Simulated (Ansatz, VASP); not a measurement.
## Ge: VASP beside Ansatz

```xyz
1
Lattice="1.3783 -2.5654 0.0000 1.3783 2.5654 0.0000 0.0000 0.0000 2.6618" Properties=species:S:1:pos:R:3 pbc="T T T"
Ge    1.3783    0.0000    0.0000
```

This isn't the form of Ge at room conditions, which is diamond.

Alike in both runs: task single point; functional PBEsol; k mesh 12 × 12 × 11; occupations fermi-dirac, width 0.2 eV; no spin polarisation.

|  | VASP | Ansatz |
| --- | --- | --- |
| version | VASP 6.6.1 | Ansatz 0.2.0 |
| potentials or method | VASP PAW PBE potentials, release 64 (Ge_d) | plane waves, PAW |
| plane-wave cutoff (eV) | 520 | 500 |
| valence electrons in the cell | 14 | 14 |

VASP gave:

| Quantity | Value |
| --- | --- |
| pressure (GPa) | -1.5 |
| largest component of the traceless stress (GPa) | 2.30 |

Question: What did Ansatz give for the same quantities?

Answer: Pressure (GPa): -1.3; largest component of the traceless stress (GPa): 2.33.

With one functional, cell and mesh, what is left measures potentials, basis and numerics. Ansatz warned: «stress_scf_threshold_loose».

Caveats: the PAW data sets were made with another functional, which shifts forces and pressure a little (VASP).
